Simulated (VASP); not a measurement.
Set up this calculation in VASP 6.6.1, as the native input.

- Task: single point
- Functional: PBE
- Potentials or basis: VASP PAW PBE potentials, release 64 (Sb)
- Cutoff: 520 eV
- k mesh: 9 × 9 × 1
- Occupations: fermi-dirac, width 0.05 eV
- Spin: no spin polarisation
- Dipole correction: yes
- Further INCAR settings: ALGO = Normal; EDIFF = 1e-07; NBANDS = 26

The structure of Sb lies in POSCAR:

```
Sb
1.0
    3.3690001795      0.0000000000      0.0000000000
   -1.6845000897      2.9176397408      0.0000000000
    0.0000000000      0.0000000000     30.9900000000
Sb
7
Direct
    0.6666666667      0.3333333334      0.2420135528
    0.3333333333      0.6666666666      0.3280090352
    0.6666666667      0.3333333334      0.4140045176
    0.3333333333      0.6666666666      0.5000000000
    0.6666666667      0.3333333334      0.5859954824
    0.3333333333      0.6666666666      0.6719909648
    0.6666666667      0.3333333334      0.7579864472
```

The cell isn't the ideal one: the (0 0 1) slab of Sb, cut from the database cell, not relaxed.

The input as run:

INCAR

```
SYSTEM = Sb
PREC     = Accurate       ! precision mode
ENCUT    = 520            ! plane-wave cutoff, eV
EDIFF    = 1E-7           ! SCF threshold, eV
ISMEAR   = -1             ! smearing method
SIGMA    = 0.05           ! smearing width, eV
LREAL    = .FALSE.        ! projectors in reciprocal space
LASPH    = .TRUE.         ! aspherical terms in the spheres
NELM     = 80             ! most SCF steps
ALGO     = Normal         ! electronic algorithm
ISIF     = 2              ! what is computed and relaxed
LWAVE    = .FALSE.        ! write WAVECAR
LCHARG   = .TRUE.         ! write CHGCAR
LDIPOL   = .TRUE.       
IDIPOL   = 3            
DIPOL    = 0.5 0.5 0.500
GGA      = PE             ! functional
LELF     = .TRUE.         ! ELF
LVHAR    = .TRUE.       
LVACPOTAV= .TRUE.       
NBANDS   = 26             ! bands
```

KPOINTS

```
regular mesh
0
G
  9 9 1
  0 0 0
```

Potentials or basis: VASP PAW PBE potentials, release 64 (Sb).

Launch:

```console
$ cat potpaw_PBE.64/Sb/POTCAR > POTCAR
$ mpirun -np 1 vasp_std > vasp.out
```

Results of the run:

```json
{
  "Largest force": "0.361 eV/Å",
  "Band gap on the k mesh": "none (metal or under the smearing width)",
  "Work function of the upper face": "4.14 eV",
  "Work function of the lower face": "4.14 eV"
}
```

Run time: 4.2 min on 1 thread of Intel(R) Xeon(R) Platinum 8259CL CPU @ 2.50GHz (Skylake/Cascade Lake), with other jobs on the host, peak memory 0.45 GiB.
